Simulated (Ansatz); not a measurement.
**ScAl3: computed properties**

These are results of DFT PBE, scalar-relativistic, plane waves, PAW in Ansatz, not measurements.

Cutoff 420 eV; k points 14×14×14 on the computed 4-atom cell (Γ-centred); Gaussian smearing, width 0.10 eV; no spin polarisation.

The structure is relaxed at this level of theory with its symmetry kept. Whether it is the stable form of this composition wasn't checked.

Space group I4/mmm (No. 139). a = 4.023 Å, b = 4.023 Å, c = 8.818 Å, α = 90.00°, β = 90.00°, γ = 90.00°
```json
{"atom": "Sc", "site": "2a", "symmetry": "4/mmm", "x": "0.0000", "y": "0.0000", "z": "0.0000"}
{"atom": "Al", "site": "4d", "symmetry": "-4m2", "x": "0.0000", "y": "0.5000", "z": "0.2500"}
{"atom": "Al", "site": "2b", "symmetry": "4/mmm", "x": "0.5000", "y": "0.5000", "z": "0.0000"}
```

| Property | Result |
| --- | --- |
| Space group | I4/mmm (No. 139) |
| Volume per atom | 17.84 Å³ |
| Formation energy from the elements' standard states (uncorrected) | -0.362 eV/atom |
| Kohn–Sham band gap | none (metal) |
| Density of states at the Fermi level | 2.11 states/eV per cell |
| Löwdin character within 0.5 eV of the Fermi level | Sc 3d 50 %, Al 3p 39 %, Al 3s 7 % |
| Bulk modulus | 82 GPa |
| Its pressure derivative | 4.1 |
| Bader charges (e) | Sc (1 in the cell) 1.20, Al (2 in the cell) -0.43, Al (1 in the cell) -0.35 |